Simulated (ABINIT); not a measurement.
A run of ABINIT 10.8.3 (patched build):

run.abi

```
# Pseudopotentials
pp_dirpath "./"
pseudos "Ge.upf"

# Structure
acell 7.5543424031 7.5543424033 12.4710169184
rprim
     1.0000000000     0.0000000000     0.0000000000
    -0.5000000000     0.8660254038     0.0000000000
     0.0000000000     0.0000000000     1.0000000000
ntypat 1
znucl 32
natom 4
typat 1 1 1 1
xred
     0.3333333333     0.6666666667     0.9370987500
     0.6666666667     0.3333333333     0.4370987500
     0.3333333333     0.6666666667     0.5629012500
     0.6666666667     0.3333333333     0.0629012500

# Plane-wave basis
ecut 35.0

# k points
kptopt 1
ngkpt 6 6 3
nshiftk 1
shiftk 0.0 0.0 0.0

# Exchange and correlation
ixc -116133

# Bands and occupations
nband 34
occopt 3
tsmear 0.05 eV

# SCF cycle
nstep 100
tolvrs 1.0e-10

# Output
iomode 3
prtwf 0
prteig 0
prtebands 0
enunit 2
prtvol 2
prtden 1
prtvha 1
prtvclmb 1
prtpot 1
prtelf 1
```

Potentials or basis: PseudoDojo NC SR PBEsol v0.4.1 standard.

The run is started by

```console
$ abinit run.abi > log 2>&1
```

Hardware: 1 thread of Arm Neoverse V2, on a shared host.

Problem. How long does it take, and how much memory?

Solution. It took 120 s on 1 thread of Arm Neoverse V2, on a shared host, peak memory 0.14 GiB. Counts: scf iterations 12, mpi ranks 1, k points 14, bands 34, plane waves 6123.
